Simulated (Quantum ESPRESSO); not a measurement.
# FeS2 (Marcasite) (Pnnm) in Quantum ESPRESSO: further runs

The runs below take FeS2 (Marcasite) through single point, equation of state, with LDA.

Everything below comes from runs of Quantum ESPRESSO 7.5. Logs are shortened: lines on timing, memory, paths and dates and some standing lists are left out, and cuts for length are marked.

### 1 The crystal as given

Symmetry: Pnnm, No. 58, orthorhombic system. The conventional cell has a = 4.440 Å, b = 5.390 Å, c = 3.370 Å, α = 90.00°, β = 90.00°, γ = 90.00°. Fe (site symmetry 2/m) is surrounded by 6 S at 2.21 to 2.24 Å. S (site symmetry m) is surrounded by 3 Fe at 2.21 to 2.24 Å and 1 S at 2.25 Å.

### 2 Single point, LDA, collinear spin, ferromagnetic start, 12.64 Å³/atom

pw.in reads:

```
&CONTROL
  calculation = 'scf'
  prefix = 'pwscf'
  outdir = './tmp'
  pseudo_dir = './pseudo'
  tstress = .true.
  disk_io = 'nowf'
/
&SYSTEM
  ibrav = 0
  nat = 6
  ntyp = 2
  ecutwfc = 56
  ecutrho = 448
  nbnd = 41
  occupations = 'smearing'
  smearing = 'fd'
  degauss = 0.00367493
  nspin = 2
  starting_magnetization(1) = 0.1875
  starting_magnetization(2) = 0
/
&ELECTRONS
  conv_thr = 1.2d-09
  electron_maxstep = 120
  mixing_beta = 0.3
/
ATOMIC_SPECIES
Fe    55.8450 fe_lda_v1.5.uspp.F.UPF
S     32.0600 s_lda_v1.4.uspp.F.UPF
CELL_PARAMETERS angstrom
   4.3493623227    0.0000000000    0.0000000000
   0.0000000000    5.2799691260    0.0000000000
   0.0000000000    0.0000000000    3.3012051864
ATOMIC_POSITIONS crystal
Fe     0.5000000000    0.5000000000    0.5000000000
Fe     0.0000000000    0.0000000000    0.0000000000
S      0.7030000000    0.1250000000    0.5000000000
S      0.7970000000    0.6250000000    0.0000000000
S      0.2970000000    0.8750000000    0.5000000000
S      0.2030000000    0.3750000000    0.0000000000
K_POINTS automatic
3 3 4 0 0 0
```

Potentials or basis: GBRV 1.5 LDA.

On the command line:

```bash
$ OMP_NUM_THREADS=1 mpirun -n 2 pw.x -nk 2 -in pw.in > pw.out
```

pw.out:

```text
This program is part of the open-source Quantum ESPRESSO suite
     for quantum simulation of materials; please cite
         "P. Giannozzi et al., J. Phys.:Condens. Matter 21 395502 (2009);
         "P. Giannozzi et al., J. Phys.:Condens. Matter 29 465901 (2017);
         "P. Giannozzi et al., J. Chem. Phys. 152 154105 (2020);
     in publications or presentations arising from this work. More details at

     Message from routine setup:
     using ibrav=0 with symmetry is DISCOURAGED, use correct ibrav instead

     K-points division:     npool     =       2
     Subspace diagonalization in iterative solution of the eigenvalue problem:
     a serial algorithm will be used

     G-vector sticks info
     --------------------
     sticks:   dense  smooth     PW     G-vecs:    dense   smooth      PW
     Sum        2921    1457    425                81935    28937    4557

     Using Slab Decomposition

     bravais-lattice index     =            0
     lattice parameter (alat)  =       8.2191  a.u.
     unit-cell volume          =     511.5948 (a.u.)^3
     number of atoms/cell      =            6
     number of atomic types    =            2
     number of electrons       =        56.00
     number of Kohn-Sham states=           41
     kinetic-energy cutoff     =      56.0000  Ry
     charge density cutoff     =     448.0000  Ry
     scf convergence threshold =      1.2E-09
     mixing beta               =       0.3000
     number of iterations used =            8  plain     mixing
     Exchange-correlation=  SLA  PZ   NOGX NOGC
                           (   1   1   0   0   0   0   0)

     celldm(1)=   8.219104  celldm(2)=   0.000000  celldm(3)=   0.000000
     celldm(4)=   0.000000  celldm(5)=   0.000000  celldm(6)=   0.000000

     crystal axes: (cart. coord. in units of alat)
               a(1) = (   1.000000   0.000000   0.000000 )
               a(2) = (   0.000000   1.213964   0.000000 )
               a(3) = (   0.000000   0.000000   0.759009 )

     reciprocal axes: (cart. coord. in units 2 pi/alat)
               b(1) = (  1.000000  0.000000  0.000000 )
               b(2) = (  0.000000  0.823748  0.000000 )
               b(3) = (  0.000000  0.000000  1.317507 )

     PseudoPot. # 1 for Fe read from file:
     fe_lda_v1.5.uspp.F.UPF
     Pseudo is Ultrasoft + core correction, Zval = 16.0
     Generated by new atomic code, or converted to UPF format
     Using radial grid of  861 points,  6 beta functions with:
                l(1) =   0
                l(2) =   0
                l(3) =   1
                l(4) =   1
                l(5) =   2
                l(6) =   2
     Q(r) pseudized with  8 coefficients,  rinner =    1.000   1.000   1.000
                                                       1.000   1.000

     PseudoPot. # 2 for S  read from file:
     s_lda_v1.4.uspp.F.UPF
     Pseudo is Ultrasoft + core correction, Zval =  6.0
     Generated by new atomic code, or converted to UPF format
     Using radial grid of  907 points,  6 beta functions with:
                l(1) =   0
                l(2) =   0
                l(3) =   1
                l(4) =   1
                l(5) =   2
                l(6) =   2
     Q(r) pseudized with  8 coefficients,  rinner =    1.300   1.300   1.300
                                                       1.300   1.300

     atomic species   valence    mass     pseudopotential
     Fe               16.00    55.84500     Fe( 1.00)
     S                 6.00    32.06000     S ( 1.00)

     Starting magnetic structure
     atomic species   magnetization
     Fe              0.188
     S               0.000

      8 Sym. Ops., with inversion, found ( 4 have fractional translation)

   Cartesian axes

     site n.     atom                  positions (alat units)
         1        Fe     tau(   1) = (   0.5000000   0.6069820   0.3795045  )
         2        Fe     tau(   2) = (   0.0000000   0.0000000   0.0000000  )
         3        S      tau(   3) = (   0.7030000   0.1517455   0.3795045  )
         4        S      tau(   4) = (   0.7970000   0.7587275   0.0000000  )
         5        S      tau(   5) = (   0.2970000   1.0622185   0.3795045  )
         6        S      tau(   6) = (   0.2030000   0.4552365   0.0000000  )

     number of k points=    12  Fermi-Dirac smearing, width (Ry)=  0.0037
                       cart. coord. in units 2pi/alat
        k(    1) = (   0.0000000   0.0000000   0.0000000), wk =   0.0277778
        k(    2) = (   0.0000000   0.0000000   0.3293769), wk =   0.0555556
        k(    3) = (   0.0000000   0.0000000  -0.6587537), wk =   0.0277778
        k(    4) = (   0.0000000   0.2745826   0.0000000), wk =   0.0555556
        k(    5) = (   0.0000000   0.2745826   0.3293769), wk =   0.1111111
        k(    6) = (   0.0000000   0.2745826  -0.6587537), wk =   0.0555556
        k(    7) = (   0.3333333   0.0000000   0.0000000), wk =   0.0555556
[... 37 lines left out ...]
     estimated scf accuracy    <       0.32877261 Ry

     total magnetization       =     0.43 Bohr mag/cell
     absolute magnetization    =     2.20 Bohr mag/cell
[... 101 lines left out ...]
     iteration # 13     ecut=    56.00 Ry     beta= 0.30
     Davidson diagonalization with overlap
     ethr =  2.02E-11,  avg # of iterations =  4.5

     total energy              =    -597.33181121 Ry
     estimated scf accuracy    <          1.9E-09 Ry

     total magnetization       =    -0.00 Bohr mag/cell
     absolute magnetization    =     0.00 Bohr mag/cell

     iteration # 14     ecut=    56.00 Ry     beta= 0.30
     Davidson diagonalization with overlap
     ethr =  3.43E-12,  avg # of iterations =  2.6

     Magnetic moment per site  (integrated on atomic sphere of radius R)
     atom   1 (R=0.206)  charge= 13.8970  magn=  0.0000
     atom   2 (R=0.206)  charge= 13.8970  magn=  0.0000
     atom   3 (R=0.206)  charge=  3.4557  magn= -0.0000
     atom   4 (R=0.206)  charge=  3.4557  magn= -0.0000
     atom   5 (R=0.206)  charge=  3.4557  magn= -0.0000
     atom   6 (R=0.206)  charge=  3.4557  magn= -0.0000

     End of self-consistent calculation

 ------ SPIN UP ------------

          k = 0.0000 0.0000 0.0000 (  3619 PWs)   bands (ev):

   -72.3887 -72.3884 -39.0071 -39.0052 -38.8802 -38.8802 -38.8325 -38.8310
    -3.8221  -1.1798   0.7847   1.6459   5.3521   6.9473   7.5829   8.2981
     9.0335   9.2264   9.4541   9.6020   9.8854  11.7917  12.0901  12.1314
    12.3374  12.5534  12.5812  12.8811  14.7152  15.0843  16.4533  16.8314
    17.1644  17.5596  18.7415  19.1750  20.9596  21.1545  22.1450  22.5266
    22.6516

          k = 0.0000 0.0000 0.3294 (  3625 PWs)   bands (ev):

   -72.3883 -72.3881 -39.0062 -39.0049 -38.8792 -38.8791 -38.8406 -38.8396
    -3.2340  -1.1555   1.0633   1.6818   5.9225   6.8154   7.5590   7.5971
     7.9386   8.8177   8.9809   9.6793   9.6875  10.7590  11.7283  12.0253
    12.3240  12.3557  13.2847  13.4461  15.1790  15.2441  15.2930  16.2303
    16.2652  16.5170  19.2360  20.4579  20.9949  21.1409  22.2724  23.5647
    23.8400
[... 75 lines left out ...]
   -72.3882 -72.3881 -39.0058 -39.0055 -38.8793 -38.8793 -38.8402 -38.8400
    -2.2412  -1.5249   0.3570   0.6887   5.8676   6.6364   6.8770   7.7725
     8.9384   9.1982   9.7990   9.9190  10.4054  10.9396  11.7200  11.9403
    12.5083  12.5932  13.0353  13.2591  14.6879  15.1704  15.4516  16.0124
    16.4025  16.8351  20.2454  20.6990  21.1535  21.6848  21.7940  22.5573
    22.7174

          k = 0.3333 0.2746-0.6588 (  3624 PWs)   bands (ev):

   -72.3878 -72.3878 -39.0051 -39.0050 -38.8783 -38.8783 -38.8484 -38.8484
    -1.4815  -1.4781   0.8859   0.9165   5.3486   5.7143   6.7954   7.0856
     8.6312   9.0180   9.5640   9.6759  10.1388  10.3230  11.9832  12.1484
    12.2530  12.5203  13.0648  13.0657  14.8733  15.3742  15.4133  15.6470
    16.5358  16.9579  19.5570  20.2347  20.2787  20.4469  22.4065  22.8848
    23.4384

 ------ SPIN DOWN ----------

          k = 0.0000 0.0000 0.0000 (  3619 PWs)   bands (ev):

   -72.3887 -72.3884 -39.0071 -39.0052 -38.8802 -38.8802 -38.8325 -38.8310
    -3.8221  -1.1798   0.7847   1.6459   5.3521   6.9473   7.5829   8.2981
     9.0336   9.2264   9.4541   9.6020   9.8854  11.7918  12.0901  12.1314
    12.3374  12.5534  12.5812  12.8811  14.7152  15.0843  16.4533  16.8314
    17.1644  17.5596  18.7415  19.1750  20.9596  21.1545  22.1450  22.5266
    22.6517

          k = 0.0000 0.0000 0.3294 (  3625 PWs)   bands (ev):

   -72.3883 -72.3881 -39.0062 -39.0049 -38.8792 -38.8791 -38.8406 -38.8396
    -3.2340  -1.1555   1.0633   1.6818   5.9225   6.8154   7.5590   7.5971
     7.9386   8.8177   8.9809   9.6793   9.6875  10.7590  11.7283  12.0253
    12.3240  12.3557  13.2847  13.4461  15.1791  15.2441  15.2930  16.2303
    16.2653  16.5170  19.2360  20.4579  20.9949  21.1409  22.2724  23.5648
    23.8400
[... 75 lines left out ...]
   -72.3882 -72.3881 -39.0058 -39.0054 -38.8793 -38.8793 -38.8402 -38.8400
    -2.2412  -1.5249   0.3570   0.6887   5.8676   6.6364   6.8770   7.7725
     8.9384   9.1982   9.7991   9.9190  10.4054  10.9396  11.7200  11.9403
    12.5083  12.5932  13.0353  13.2591  14.6879  15.1704  15.4516  16.0124
    16.4025  16.8351  20.2454  20.6990  21.1535  21.6848  21.7940  22.5573
    22.7174

          k = 0.3333 0.2746-0.6588 (  3624 PWs)   bands (ev):

   -72.3878 -72.3878 -39.0050 -39.0050 -38.8783 -38.8783 -38.8484 -38.8484
    -1.4815  -1.4781   0.8859   0.9166   5.3486   5.7144   6.7954   7.0856
     8.6313   9.0180   9.5640   9.6759  10.1388  10.3230  11.9832  12.1484
    12.2531  12.5204  13.0648  13.0657  14.8733  15.3742  15.4133  15.6470
    16.5358  16.9579  19.5571  20.2347  20.2787  20.4470  22.4065  22.8848
    23.4502

     the Fermi energy is    14.0368 ev

!    total energy              =    -597.33181121 Ry
     estimated scf accuracy    <          1.7E-10 Ry
     smearing contrib. (-TS)   =      -0.00000050 Ry
     internal energy E=F+TS    =    -597.33181071 Ry

     The total energy is F=E-TS. E is the sum of the following terms:
     one-electron contribution =    -326.67059454 Ry
     hartree contribution      =     194.92555895 Ry
     xc contribution           =     -92.00016467 Ry
     ewald contribution        =    -373.58661045 Ry

     total magnetization       =     0.00 Bohr mag/cell
     absolute magnetization    =     0.00 Bohr mag/cell

     convergence has been achieved in  14 iterations

     Computing stress (Cartesian axis) and pressure

          total   stress  (Ry/bohr**3)                   (kbar)     P=        8.83
  -0.00002065   0.00000000   0.00000000           -3.04        0.00        0.00
   0.00000000   0.00013962   0.00000000            0.00       20.54        0.00
   0.00000000   0.00000000   0.00006118            0.00        0.00        9.00

=------------------------------------------------------------------------------=
   JOB DONE.
=------------------------------------------------------------------------------=
```

Run time: 65 s. Hardware: 2 MPI ranks of AMD EPYC 7R43 (Zen 3), shared host; peak memory 0.5 GiB.

What came out:

```
Free energy                                           : -8127.1133 eV
Pressure                                              : 0.9 GPa
Band gap on the k mesh                                : 1.10 eV, indirect (least direct gap 1.38 eV)
Net moment                                            : 0.00 μB per cell
Absolute moment                                       : 0.00 μB per cell
Valence electrons inside the program's atomic spheres : Fe 13.90; S 3.46
```

Caveat: the k mesh is coarse (spacing up to 0.48 Å⁻¹), so the values aren't converged; the starting moments collapsed, and a magnetic state may lie lower; an odd mesh through Γ misses points on the zone boundary, where band edges often lie.

### 3 Single point, LDA, collinear spin, ferromagnetic start, 12.90 Å³/atom

pw.in, as its differences from that of step 2:

```diff
@@ -31,5 +31,5 @@
 CELL_PARAMETERS angstrom
-   4.3493623227    0.0000000000    0.0000000000
-   0.0000000000    5.2799691260    0.0000000000
-   0.0000000000    0.0000000000    3.3012051864
+   4.3799926440    0.0000000000    0.0000000000
+   0.0000000000    5.3171532323    0.0000000000
+   0.0000000000    0.0000000000    3.3244538762
 ATOMIC_POSITIONS crystal
```

Potentials or basis: GBRV 1.5 LDA.

On the command line:

```bash
$ OMP_NUM_THREADS=1 mpirun -n 2 pw.x -nk 2 -in pw.in > pw.out
```

It took 77 s on 2 MPI ranks of AMD EPYC 7R43 (Zen 3), shared host; peak memory 0.5 GiB.

It converged, with:

| Property | Result |
| --- | --- |
| Free energy | -8127.1027 eV |
| Pressure | -3.0 GPa |
| Band gap on the k mesh | 1.05 eV, indirect (least direct gap 1.32 eV) |
| Net moment | 0.00 μB per cell |
| Absolute moment | 0.00 μB per cell |
| Valence electrons inside the program's atomic spheres | Fe 13.92; S 3.49 |

Caveat: the k mesh is coarse (spacing up to 0.48 Å⁻¹), so the values aren't converged; the starting moments collapsed, and a magnetic state may lie lower; an odd mesh through Γ misses points on the zone boundary, where band edges often lie.

### 4 Single point, LDA, collinear spin, ferromagnetic start, 13.17 Å³/atom

pw.in, as its differences from that of step 3:

```diff
@@ -31,5 +31,5 @@
 CELL_PARAMETERS angstrom
-   4.3799926440    0.0000000000    0.0000000000
-   0.0000000000    5.3171532323    0.0000000000
-   0.0000000000    0.0000000000    3.3244538762
+   4.4102004444    0.0000000000    0.0000000000
+   0.0000000000    5.3538244134    0.0000000000
+   0.0000000000    0.0000000000    3.3473818688
 ATOMIC_POSITIONS crystal
```

On the command line:

```bash
$ OMP_NUM_THREADS=1 mpirun -n 2 pw.x -nk 2 -in pw.in > pw.out
```

Run time: 71 s. Hardware: 2 MPI ranks of AMD EPYC 7R43 (Zen 3), shared host; peak memory 0.52 GiB.

The run converged. Its results:

| Property | Result |
| --- | --- |
| Free energy | -8127.0555 eV |
| Pressure | -6.4 GPa |
| Band gap on the k mesh | 1.00 eV, indirect (least direct gap 1.27 eV) |
| Net moment | 0.00 μB per cell |
| Absolute moment | 0.00 μB per cell |
| Valence electrons inside the program's atomic spheres | Fe 13.94; S 3.52 |

Caveat: the k mesh is coarse (spacing up to 0.47 Å⁻¹), so the values aren't converged; the starting moments collapsed, and a magnetic state may lie lower; an odd mesh through Γ misses points on the zone boundary, where band edges often lie.

### 5 Single point, LDA, collinear spin, ferromagnetic start, 13.44 Å³/atom

pw.in, as its differences from that of step 4:

```diff
@@ -31,5 +31,5 @@
 CELL_PARAMETERS angstrom
-   4.4102004444    0.0000000000    0.0000000000
-   0.0000000000    5.3538244134    0.0000000000
-   0.0000000000    0.0000000000    3.3473818688
+   4.4400000000    0.0000000000    0.0000000000
+   0.0000000000    5.3900000000    0.0000000000
+   0.0000000000    0.0000000000    3.3700000000
 ATOMIC_POSITIONS crystal
```

On the command line:

```bash
$ OMP_NUM_THREADS=1 mpirun -n 2 pw.x -nk 2 -in pw.in > pw.out
```

It took 77 s on 2 MPI ranks of AMD EPYC 7R43 (Zen 3), shared host; peak memory 0.52 GiB.

It converged, with:

- Free energy: -8126.9756 eV
- Pressure: -9.5 GPa
- Band gap on the k mesh: 0.94 eV, indirect (least direct gap 1.22 eV)
- Net moment: 0.00 μB per cell
- Absolute moment: 0.00 μB per cell
- Valence electrons inside the program's atomic spheres: Fe 13.96; S 3.55

Caveat: the k mesh is coarse (spacing up to 0.47 Å⁻¹), so the values aren't converged; the starting moments collapsed, and a magnetic state may lie lower; an odd mesh through Γ misses points on the zone boundary, where band edges often lie.

### 6 Single point, LDA, collinear spin, ferromagnetic start, 13.71 Å³/atom

pw.in, as its differences from that of step 5:

```diff
@@ -31,5 +31,5 @@
 CELL_PARAMETERS angstrom
-   4.4400000000    0.0000000000    0.0000000000
-   0.0000000000    5.3900000000    0.0000000000
-   0.0000000000    0.0000000000    3.3700000000
+   4.4694048304    0.0000000000    0.0000000000
+   0.0000000000    5.4256964045    0.0000000000
+   0.0000000000    0.0000000000    3.3923185312
 ATOMIC_POSITIONS crystal
```

Potentials or basis: GBRV 1.5 LDA.

On the command line:

```bash
$ OMP_NUM_THREADS=1 mpirun -n 2 pw.x -nk 2 -in pw.in > pw.out
```

It took 82 s on 2 MPI ranks of AMD EPYC 7R43 (Zen 3), shared host; peak memory 0.54 GiB.

Results (log left out):

* Free energy: -8126.8669 eV
* Pressure: -12.1 GPa
* Band gap on the k mesh: 0.88 eV, indirect (least direct gap 1.17 eV)
* Net moment: 0.00 μB per cell
* Absolute moment: 0.00 μB per cell
* Valence electrons inside the program's atomic spheres: Fe 13.98; S 3.58

Caveat: the k mesh is coarse (spacing up to 0.47 Å⁻¹), so the values aren't converged; the starting moments collapsed, and a magnetic state may lie lower; an odd mesh through Γ misses points on the zone boundary, where band edges often lie.

### 7 Single point, LDA, collinear spin, ferromagnetic start, 13.98 Å³/atom

pw.in, as its differences from that of step 6:

```diff
@@ -31,5 +31,5 @@
 CELL_PARAMETERS angstrom
-   4.4694048304    0.0000000000    0.0000000000
-   0.0000000000    5.4256964045    0.0000000000
-   0.0000000000    0.0000000000    3.3923185312
+   4.4984277530    0.0000000000    0.0000000000
+   0.0000000000    5.4609291866    0.0000000000
+   0.0000000000    0.0000000000    3.4143471909
 ATOMIC_POSITIONS crystal
```

On the command line:

```bash
$ OMP_NUM_THREADS=1 mpirun -n 2 pw.x -nk 2 -in pw.in > pw.out
```

Wall time 83 s (2 MPI ranks of AMD EPYC 7R43 (Zen 3), shared host); peak memory 0.54 GiB.

The run converged. Its results:

| Quantity | Value |
| --- | --- |
| Free energy | -8126.7327 eV |
| Pressure | -14.5 GPa |
| Band gap on the k mesh | 0.83 eV, indirect (least direct gap 1.13 eV) |
| Net moment | 0.00 μB per cell |
| Absolute moment | 0.00 μB per cell |
| Valence electrons inside the program's atomic spheres | Fe 13.99; S 3.61 |

Caveat: the k mesh is coarse (spacing up to 0.47 Å⁻¹), so the values aren't converged; the starting moments collapsed, and a magnetic state may lie lower; an odd mesh through Γ misses points on the zone boundary, where band edges often lie.

### 8 Single point, LDA, collinear spin, ferromagnetic start, 14.25 Å³/atom

pw.in, as its differences from that of step 7:

```diff
@@ -31,5 +31,5 @@
 CELL_PARAMETERS angstrom
-   4.4984277530    0.0000000000    0.0000000000
-   0.0000000000    5.4609291866    0.0000000000
-   0.0000000000    0.0000000000    3.4143471909
+   4.5270809316    0.0000000000    0.0000000000
+   0.0000000000    5.4957131129    0.0000000000
+   0.0000000000    0.0000000000    3.4360952116
 ATOMIC_POSITIONS crystal
```

On the command line:

```bash
$ OMP_NUM_THREADS=1 mpirun -n 2 pw.x -nk 2 -in pw.in > pw.out
```

Wall time 79 s (2 MPI ranks of AMD EPYC 7R43 (Zen 3), shared host); peak memory 0.54 GiB.

It converged, with:

| Item | Value |
| --- | --- |
| Free energy | -8126.5758 eV |
| Pressure | -16.7 GPa |
| Band gap on the k mesh | 0.78 eV, indirect (least direct gap 1.08 eV) |
| Net moment | 0.00 μB per cell |
| Absolute moment | 0.00 μB per cell |
| Valence electrons inside the program's atomic spheres | Fe 14.01; S 3.64 |

Caveat: the k mesh is coarse (spacing up to 0.46 Å⁻¹), so the values aren't converged; the starting moments collapsed, and a magnetic state may lie lower; an odd mesh through Γ misses points on the zone boundary, where band edges often lie.

### 9 Equation of state, LDA, collinear spin, ferromagnetic start

Potentials or basis: GBRV 1.5 LDA.

This step only gathers the single runs of the series.

What came out:

```yaml
Equilibrium_volume: 12.70 Å³/atom
Bulk_modulus_at_fixed_shape_and_positions: 189 GPa
Pressure_derivative_of_the_bulk_modulus: 4.7
```

Energy against volume, from the lowest point:
| volume (Å³/atom) | energy (meV/atom) |
| --- | --- |
| 12.635 | 0.00 |
| 12.904 | 1.76 |
| 13.173 | 9.64 |
| 13.442 | 22.95 |
| 13.710 | 41.07 |
| 13.979 | 63.44 |
| 14.248 | 89.58 |

Caveat: the k mesh is coarse (spacing up to 0.47 Å⁻¹), so the values aren't converged; the cell was scaled at fixed shape and fractional positions, which overstates the stiffness of a crystal with free parameters, most of all of layers and chains.
